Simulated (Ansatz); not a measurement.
The system is Sn.

```xyz
2
Lattice="-2.9401 2.9401 1.5993 2.9401 -2.9401 1.5993 2.9401 2.9401 -1.5993" Properties=species:S:1:pos:R:3 pbc="T T T"
Sn    0.0000    0.0000    0.0000
Sn    0.0000    2.9401    0.7997
```

- Program: Ansatz 0.2.0
- Task: relaxation of cell and atoms
- Functional: LDA
- Potentials or basis: Ansatz PAW
- Cutoff: 420 eV (not typed: the program's choice for these potentials)
- k mesh: 9 × 9 × 9
- Occupations: fermi-dirac, width 0.05 eV
- Spin: no spin polarisation

At the start: volume 27.65 Å³/atom.

Task: Where does the relaxation end?

Result: It ends after 7 steps and the volume is 26.17 Å³/atom (-5.3 %); space group I4_1/amd (No. 141, to 0.05 Å).

Step by step:
```tsv
step	energy change (eV)	largest force (eV/Å)	volume (Å³)
1	0.0000	0.0000	55.30
2	-0.0237	0.0000	51.23
3	-0.0283	0.0000	52.47
4	-0.0284	0.0000	52.36
5	-0.0279	0.0000	52.36
6	-0.0279	0.0000	52.35
7	-0.0279	0.0000	52.35
```

Final structure:
```yaml
crystal:
  lattice:
    - [-2.89345, 2.89345, 1.56311]
    - [2.89345, -2.89345, 1.56311]
    - [2.89345, 2.89345, -1.56311]
  atoms:
    - { symbol: Sn, position: [0.00000, 0.00000, 0.00000] }
    - { symbol: Sn, position: [0.75000, 0.25000, 0.50000] }
```

Caveat: the plane-wave basis is chosen anew once the cell has moved, so the energies of steps on either side of that aren't comparable; the PAW data sets come from PBE, with cores solved anew for the run's functional, which leaves a small shift of forces and pressure.
